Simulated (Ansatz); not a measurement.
## Compressing Ni₃Ge: a fit and a missing row

Ni₃Ge, Pm-3m, a = 3.533 Å. The structure is a Materials Project entry; whether it is the stable form wasn't checked. Ansatz: r2SCAN, PAW, 500 eV, Γ-centred 12×12×12 mesh on 4 atoms, Gaussian smearing 0.10 eV; no spin polarisation. Symmetry fixes shape and atoms, so the cell is only scaled; pressure is positive in compression.

| V (Å³/atom) | P (GPa) |
| --- | --- |
| 9.699 | ? |
| 10.029 | 25.46 |
| 10.360 | 15.44 |
| 10.691 | 7.04 |
| 11.021 | 0.00 |
| 11.352 | -5.91 |
| 11.682 | -10.85 |
| 12.123 | -16.21 |

Problem. Take V0 = 11.021 Å³/atom, fit the third-order Birch–Murnaghan form to the other rows, and predict the missing pressure.

Solution. With the Eulerian strain f = ½[(V0/V)^(2/3) − 1] and y = P/[3f(1 + 2f)^(5/2)], the form is the line y = B0 + 1.5 B0 (B0′ − 4) f. Rows (f, y): 0.03245, 223.5; 0.02105, 220.5; 0.01024, 217.8; -0.00977, 211.8; -0.01904, 209.3; -0.03078, 205.8. Means f = 0.0006917, y = 214.78; Σ(Δf)² = 0.003003, ΣΔfΔy = 0.8441; the slope is their ratio. y = 214.6 + 281.1 f GPa, so B0 = 214.6 GPa and B0′ = 4 + 2 × (281.1)/(3 × 214.6) = 4.87. At V = 9.699, f = 0.04446, y = 227.10 and P = 37.48 GPa. The run gave 37.40 GPa, so the fit is 0.08 GPa too high, a small miss on the scale of the series.

The pressures describe a stiff intermetallic that hardens on compression: reducing the volume to 10.029 Å³/atom costs 25.46 GPa, while a slightly larger expansion, to 12.123 Å³/atom, gives only -16.21 GPa. Cohesion comes largely from Ni d states hybridised with Ge p states. As the atoms approach, Pauli repulsion and the kinetic energy of the confined electrons rise faster than the bonding gain, whereas stretching weakens the overlap and softens the lattice. This asymmetry puts B0′ above 4.

The withheld point lies beyond the compressed end of the fitted range, so its close recovery is a real, if short, extrapolation test. It supports the third-order form over this interval, but not at much higher pressures, where neglected higher-order terms grow.

The equilibrium lattice parameter is somewhat shorter than the measured one, probably because the functional overbinds this d-metal framework, and the bulk modulus may therefore be too high. Uniform scaling also leaves the shear constants, and hence mechanical stability, undetermined.
